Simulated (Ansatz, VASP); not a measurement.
HfB2 in VASP and in Ansatz

The input INCAR:

```
PREC = Accurate
ENCUT = 520
EDIFF = 1E-8
ISMEAR = -1
SIGMA = 0.03
LREAL = F
LASPH = T
NELM = 100
ALGO = Normal
ISIF = 2
LWAVE = F
LCHARG = F
GGA = PS
LEFG = T
NBANDS = 15
```

The input KPOINTS:

```
regular mesh
0
Gamma
  15 15 12
```

Contents of POSCAR:

```
HfB2
1.0
    3.1400001005      0.0000000000      0.0000000000
   -1.5700000503      2.7193198549      0.0000000000
    0.0000000000      0.0000000000      3.4104000000
Hf B
1 2
Direct
    0.0000000000      0.0000000000      0.0000000000
    0.3333333333      0.6666666667      0.5000000000
    0.6666666667      0.3333333333      0.5000000000
```

Input for Ansatz:

```yaml
crystal:
  lattice:
    - [3.1400001005, 0.0, 0.0]
    - [-1.5700000503, 2.7193198549, 0.0]
    - [0.0, 0.0, 3.4104]
  atoms:
    - { symbol: Hf, position: [0.0, 0.0, 0.0] }
    - { symbol: B, position: [0.3333333333, 0.6666666667, 0.5] }
    - { symbol: B, position: [0.6666666667, 0.3333333333, 0.5] }
kpoints:
  mp_grid: { grid: [15, 15, 12] }
scf:
  occupations: { method: fermi_dirac, width: 0.03 }
hamiltonian:
  xc: pbesol
  pseudopotentials: { kind: paw }
output:
  forces: true
  stress: true
  eigenvalues: true
  efg: { contact_densities: true }
```

Change from the starting cell: zz strain of -2 %, PAW files.

Alike in both runs: task electric field gradients; functional PBEsol; k mesh 15 × 15 × 12; occupations fermi-dirac, width 0.03 eV; no spin polarisation.

```csv
,VASP,Ansatz
version,VASP 6.6.1,Ansatz 0.2.0
potentials or method,"VASP PAW PBE potentials, release 64 (Hf_pv, B)","PAW with Ansatz's default frozen-core files, scalar-relativistic"
plane-wave cutoff (eV),520,420
valence electrons in the cell,16,32
```

Ansatz gave:

* pressure (GPa): 0.4
* largest component of the traceless stress (GPa): 3.55
* Vzz of the field gradient on the site that differs most (V/Å²): 101.5

Question: Which values does VASP return?

Answer: Pressure (GPa): 0.4; largest component of the traceless stress (GPa): 3.81; Vzz of the field gradient on the site that differs most (V/Å²): 75.2.

The two sets of potentials don't hold the same shells in valence. Ansatz warned: «gradients_without_spin_orbit».

Caveats: the PAW data sets were made with another functional, which shifts forces and pressure a little (VASP). The runs have no spin-orbit coupling, so splittings on Hf are missing.
